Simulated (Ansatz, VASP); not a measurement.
# Cross-check of Ga36HN35 (H_N) between VASP and Ansatz, part 2 of 2

Wanted: the spread between two codes on one cell, functional and k mesh. The cell is taken from a series of runs on this material, whose earlier steps may have relaxed, scaled, displaced or heated it; both programs get it as it stands.

VASP 6.6.1 and Ansatz 0.2.0.

So far: Starting point; Ansatz: single point, r2SCAN.

## (3) VASP: single point, r2SCAN

Level of this step: r2SCAN, spin-polarised from a ferromagnetic start; plane waves and PAW (Ga_d, N, H) (VASP).

The same cell, functional and mesh now go to VASP, with its own data sets.

Lines of VASP's logs that name or quote its potential files are left out, and so is its time.

INCAR

```
SYSTEM = Ga36HN35
PREC = Accurate
ENCUT = 580
EDIFF = 1E-06
NELM = 200
ISMEAR = 0
SIGMA = 0.01
LREAL = Auto
ALGO = Normal
METAGGA = R2SCAN
LASPH = .TRUE.
NELECT = 641
NBANDS = 371
ISPIN = 2
MAGMOM = 0 0 0 0 0 0 0 0 0 0 0 0 0 0 0 0 0 0 0 0 0 0 0 0 0 0 0 0 0 0 0 0 0 0 0 0 0.01 0.03 0.04 0.03 0.01 0.02 0.04 0.03 0.02 0.02 0.05 0.03 0.01 0.01 0.04 0.02 0.02 0.02 0.02 0.01 0.02 0.04 0.03 0.01 0.03 0.04 0.03 0.01 0.01 0.04 0.02 0.01 0.03 0.04 0.03 -0
LORBIT = 11
LWAVE = .FALSE.
LCHARG = .FALSE.
ISIF = 2
ISYM = 0
NUPDOWN = 1
GGA_COMPAT = .FALSE.
LMIXTAU = .TRUE.
```

POSCAR

```
Ga36HN35
1.0
    9.5498178172      0.0000000000      0.0000000000
   -4.7749089086      8.2703848312      0.0000000000
    0.0000000000      0.0000000000     10.3676634614
Ga N H
36 35 1
Direct
    0.2204500000      0.1101500000      0.2491700000
    0.1088600000      0.2215500000      0.5009300000
    0.2198400000      0.1098700000      0.7509800000
    0.1093600000      0.2225700000      0.0002800000
    0.2206200000      0.4430700000      0.2490800000
    0.1120400000      0.5560800000      0.5001800000
    0.2205500000      0.4429100000      0.7504800000
    0.1102900000      0.5561700000      0.0004800000
    0.2223600000      0.7772100000      0.2498300000
    0.1111400000      0.8891400000      0.5000000000
    0.2222700000      0.7770600000      0.7503200000
    0.1103700000      0.8892000000      0.0007000000
    0.5563600000      0.1100300000      0.2490000000
    0.4327000000      0.2005500000      0.5066700000
    0.5568500000      0.1096400000      0.7509700000
    0.4423100000      0.2199900000      0.9969300000
    0.5548700000      0.4442900000      0.2203000000
    0.4365900000      0.5625700000      0.5047500000
    0.5552200000      0.4443500000      0.7510800000
    0.4420100000      0.5574400000      0.9968200000
    0.5563600000      0.7788800000      0.2491100000
    0.4433500000      0.8877700000      0.5001300000
    0.5563700000      0.7788900000      0.7506300000
    0.4433000000      0.8894100000      0.0004700000
    0.8888000000      0.1106400000      0.2498800000
    0.7777700000      0.2214900000      0.5012600000
    0.8889800000      0.1105700000      0.7506400000
    0.7769300000      0.2223300000      0.0004200000
    0.8894400000      0.4430800000      0.2489300000
    0.8020900000      0.5681500000      0.5076500000
    0.8900500000      0.4424600000      0.7513800000
    0.7794600000      0.5570900000      0.9972400000
    0.8893000000      0.7790800000      0.2492900000
    0.7776700000      0.8904300000      0.5010900000
    0.8897300000      0.7798200000      0.7514100000
    0.7767400000      0.8900300000      0.0005200000
    0.2217300000      0.1124400000      0.4373500000
    0.1105700000      0.2219900000      0.1879300000
    0.2210000000      0.1107500000      0.9381000000
    0.1106700000      0.2217900000      0.6881900000
    0.2224100000      0.4432700000      0.4375300000
    0.1106600000      0.5553400000      0.1884600000
    0.2209600000      0.4444400000      0.9378500000
    0.1108300000      0.5551300000      0.6876800000
    0.2216400000      0.7778700000      0.4380800000
    0.1107300000      0.8886900000      0.1884600000
    0.2215900000      0.7779100000      0.9380500000
    0.1108300000      0.8886900000      0.6876200000
    0.5560400000      0.1127800000      0.4376200000
    0.4432100000      0.2204700000      0.1886500000
    0.5550400000      0.1108500000      0.9381800000
    0.4446200000      0.2226900000      0.6888000000
    0.4431300000      0.5562300000      0.1882400000
    0.5549100000      0.4446700000      0.9397900000
    0.4446100000      0.5549000000      0.6885800000
    0.5560600000      0.7768000000      0.4375500000
    0.4442200000      0.8887700000      0.1884500000
    0.5550200000      0.7785200000      0.9380400000
    0.4443400000      0.8887100000      0.6876000000
    0.8881700000      0.1110800000      0.4379500000
    0.7774400000      0.2220100000      0.1881700000
    0.8882500000      0.1111400000      0.9381600000
    0.7777000000      0.2217900000      0.6883700000
    0.8869600000      0.4433100000      0.4375400000
    0.7788300000      0.5561900000      0.1890600000
    0.8886700000      0.4444800000      0.9385000000
    0.7771400000      0.5550200000      0.6892100000
    0.8872900000      0.7779900000      0.4375600000
    0.7775100000      0.8887900000      0.1881300000
    0.8887200000      0.7785100000      0.9384300000
    0.7776100000      0.8887500000      0.6884000000
    0.5466300000      0.4479600000      0.4512700000
```

KPOINTS

```
Points of the shifted mesh
8
Reciprocal
 0.2500000000  0.2500000000  0.2500000000 1
 0.2500000000  0.2500000000  0.7500000000 1
 0.2500000000  0.7500000000  0.2500000000 1
 0.2500000000  0.7500000000  0.7500000000 1
 0.7500000000  0.2500000000  0.2500000000 1
 0.7500000000  0.2500000000  0.7500000000 1
 0.7500000000  0.7500000000  0.2500000000 1
 0.7500000000  0.7500000000  0.7500000000 1
```

Potentials, in the order of the species: Ga_d, N and H (PBE family, release 64).

The run is started by

```
> export OMP_NUM_THREADS=3
> mpirun -np 1 vasp_std
```

Numbers of over 12 decimals in the logs are rounded to 6 here.

Output:

```text
[banner, memory and clock lines left out]
running    1 mpi-ranks, on    1 nodes
[...]
Offloading initialized ...    1 GPUs detected
[...]
|                                                                             |
|               ----> ADVICE to this user running VASP <----                  |
|                                                                             |
|     You enforced a specific xc type in the INCAR file but a different       |
|     [... a line on the potential file left out ...]
|     I HOPE YOU KNOW WHAT YOU ARE DOING!                                     |
|                                                                             |

 LDA part: xc-table for (None), standard interpolation
 POSCAR, INCAR and KPOINTS ok, starting setup
[...]
entering main loop
       N       E                     dE             d eps       ncg     rms          rms(c)
DAV:   1     0.130539863459E+05    0.13054E+05   -0.24356E+05 11872   0.354E+03
DAV:   2     0.261958515362E+04   -0.10434E+05   -0.99886E+04 11872   0.103E+03
DAV:   3    -0.427549501365E+03   -0.30471E+04   -0.28716E+04 13848   0.357E+02
DAV:   4    -0.899852565835E+03   -0.47230E+03   -0.45739E+03 12640   0.137E+02
DAV:   5    -0.967098223242E+03   -0.67246E+02   -0.66266E+02 20328   0.500E+01BRMIX: very serious problems
 the old and the new charge density differ
 old charge density:   644.00000 new  640.99999
    0.424E+01
DAV:   6    -0.790520152055E+03    0.17658E+03   -0.19845E+02 18288   0.681E+01    0.134E+01
DAV:   7    -0.797096890313E+03   -0.65767E+01   -0.65864E+01 13528   0.182E+01    0.110E+01
DAV:   8    -0.797462568818E+03   -0.36568E+00   -0.81688E+00 13728   0.259E+01    0.488E+00
DAV:   9    -0.797933022876E+03   -0.47045E+00   -0.34123E+00 14064   0.834E+00    0.264E+00
[...]
DAV:  22    -0.797703309091E+03    0.16579E-05   -0.18690E-06  7272   0.103E-02    0.122E-03
DAV:  23    -0.797703307927E+03    0.11642E-05   -0.15967E-06  6896   0.471E-03    0.609E-04
DAV:  24    -0.797703308379E+03   -0.45212E-06   -0.74131E-07  6848   0.347E-03
   1 F= -.79770331E+03 E0= -.79770326E+03  d E =-.972585E-04  mag=     1.0000
```

Parts of OUTCAR (step 3):

```text
  FREE ENERGIE OF THE ION-ELECTRON SYSTEM (eV)
  ---------------------------------------------------
  free  energy   TOTEN  =      -797.7033083789 eV

  energy  without entropy=     -797.7032111204  energy(sigma->0) =     -797.70325975

 magnetization (x)
# of ion       s       p       d       tot
------------------------------------------
    1       -0.001  -0.000   0.003   0.001
    2       -0.001  -0.001   0.002   0.001
    3       -0.002  -0.001   0.003   0.000
    4       -0.003  -0.000   0.005   0.003
    5       -0.002  -0.000   0.003   0.002
    6       -0.001  -0.001   0.002   0.000
    7       -0.002  -0.001   0.004   0.001
    8       -0.003  -0.001   0.006   0.002
    9       -0.002   0.000   0.004   0.003
   10       -0.001  -0.001   0.002  -0.000
   11       -0.002  -0.001   0.004   0.001
   12       -0.002  -0.001   0.005   0.002
   13       -0.001   0.000   0.003   0.002
[...]
--------------------------------------------------
tot         -0.033   0.761   0.121   0.849

[... 1 further part left out ...]
```

The run ends at a pressure of -4.25 GPa, with forces up to 0.20 eV/Å.

## (4) Differences

Known differences besides the potentials themselves: VASP starts from the moments at which Ansatz ended; VASP keeps PBE cores, Ansatz makes them for the functional; fixed occupations in Ansatz, narrow Gaussian smearing in VASP; the cutoff is 500 eV in Ansatz and 580 eV in VASP (PREC = Accurate, projectors in real space); site moments are counted in spheres of each program's own size. Total energies have different zeros and are not compared.

Compared:

```tsv
quantity	Ansatz	VASP	difference
total moment, fixed by the input (μB)	1.00	1.00	0.00
moment on N47 (μB)	0.05	0.04	+0.01
```

Forces on 8 of the 72 atoms, those with the largest forces and the largest differences (eV/Å; atoms numbered as in POSCAR):

```tsv
atom	Ansatz x, y, z	VASP x, y, z
Ga1	-0.055, 0.013, -0.063	-0.070, 0.024, -0.118
Ga4	0.123, -0.069, 0.000	0.161, -0.081, -0.065
Ga9	-0.106, 0.053, 0.005	-0.133, 0.068, -0.069
Ga24	0.072, -0.083, 0.002	0.075, -0.114, -0.052
Ga28	0.114, -0.053, 0.010	0.135, -0.067, -0.054
Ga36	0.133, -0.061, -0.012	0.163, -0.093, -0.077
N46	0.038, -0.019, 0.029	0.068, -0.037, 0.098
N62	-0.081, 0.044, 0.003	-0.110, 0.060, 0.053
```

The forces differ by 26 meV/Å r.m.s., which is 51.4 % of the r.m.s. force of 0.051 eV/Å (both taken over all components). The cell carries a charge of +3 e against a uniform background, so its pressure also hangs on how the neutralising background is counted, and in a defect's cell a gap may be the spacing between its levels.

## (5) Outcome

```
r.m.s. force difference (single point, r2SCAN) : 26 meV/Å
```

The r.m.s. force difference is 26 meV/Å (single point, r2SCAN), beyond the 12 meV/Å picked in this series as the mark of a large difference. What causes the difference of the single point, r2SCAN pair stays open here. Such differences can come from data sets, numerical settings and the points named under the comparisons, not from the functional's error against experiment.

[Lines on the potential files, build, host, timing and source positions are cut from VASP's logs without a mark.]

[Logs are printed without paths, hosts, clocks, repeated set-up lines and the standing remarks that a program may print on its own settings, such as how far it seeks lower states.]

[Hosts, paths, dates, database ids (printed as entryN), source tags and the programs' standing remarks are cut or masked in the printed files.]
